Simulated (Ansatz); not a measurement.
# Ti under changes of volume

One of the cells (16.731 Å³/atom); the others are scaled copies at fixed shape and fractional positions:

```xyz
1
Lattice="0.0000 2.0300 2.0300 2.0300 0.0000 2.0300 2.0300 2.0300 0.0000" Properties=species:S:1:pos:R:3 pbc="T T T"
Ti    0.0000    0.0000    0.0000
```

This isn't the form of Ti at room conditions, which is hcp.

| Quantity | Value |
| --- | --- |
| Program | Ansatz 0.2.0 |
| Functional | PBEsol |
| Potentials or basis | Ansatz PAW |
| Cutoff | 420 eV (not typed: the program's choice for these potentials) |
| k mesh | 11 × 11 × 11 |
| Occupations | fermi-dirac, width 0.05 eV |
| Spin | no spin polarisation |

| volume (Å³/atom) | energy over the lowest point (meV/atom) | pressure (GPa) |
| --- | --- | --- |
| 15.727 | ? | ? |
| 16.062 | 6.81 | 4.4 |
| 16.396 | 0.84 | 1.8 |
| 16.731 | 0.00 | -0.5 |
| 17.065 | 3.80 | -2.7 |
| 17.400 | 11.83 | -4.6 |
| 17.735 | 23.72 | -6.4 |

Problem. What does the run at 15.727 Å³/atom give?

Solution. Energy over the lowest point 18.44 meV/atom; pressure 7.2 GPa.

Worked out: A Birch-Murnaghan fit of order 3 (a polynomial in V^(-2/3)) to the other rows has its minimum at 16.62 Å³/atom with B0 = V·E''(V) = 114 GPa and B' = 3.8. It gives 18.45 meV/atom at 15.727 Å³/atom, against the run's 18.44, and -dE/dV = 7.0 GPa, against 7.2.

Energies are extrapolated to zero smearing.

Caveats: the PAW data sets come from PBE, with cores solved anew for the run's functional, which leaves a small shift of forces and pressure.
